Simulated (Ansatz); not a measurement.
# Pb: strain and displacement

```xyz
1
Lattice="-1.9797 1.9797 1.9797 1.9797 -1.9797 1.9797 1.9797 1.9797 -1.9797" Properties=species:S:1:pos:R:3 pbc="T T T"
Pb    0.0000    0.0000    0.0000
```

Structure from Materials Project entry mp-22692 (possibly hypothetical), not relaxed further.

No spin–orbit coupling, which matters for the heavy atoms here.

Computed with Ansatz 0.2.0, DFT, PBEsol, all-electron LAPW, scalar-relativistic.

Sampling and basis: a Γ-centred 13×13×13 k mesh, Fermi–Dirac smearing of 0.08 eV, basis error target 0.25 meV/atom, no spin polarisation.

The unchanged cell is at -1.59 GPa, so energy changes include a term −P ΔV where the volume moves.

In a metal, stresses and small energies carry noise from the k mesh.

x, y and z are the Cartesian axes of the cell as listed; fractional coordinates follow a strain, and an engineering shear is twice the off-diagonal strain component.

Q: With this change (equal xy, yz and zx engineering shear strains of +4 %), what becomes of the energy and stress?

A: Energy change +9 meV/atom; stress change (xx, yy, zz, yz, xz, xy) 0.21, 0.21, 0.21, -0.69, -0.69, -0.69 GPa, compression positive.

With x and y strained by +1.5 %, z held: energy change +12 meV/atom; stress change (xx, yy, zz, yz, xz, xy) -0.95, -0.95, -1.31, 0.00, 0.00, 0.00 GPa, compression positive.
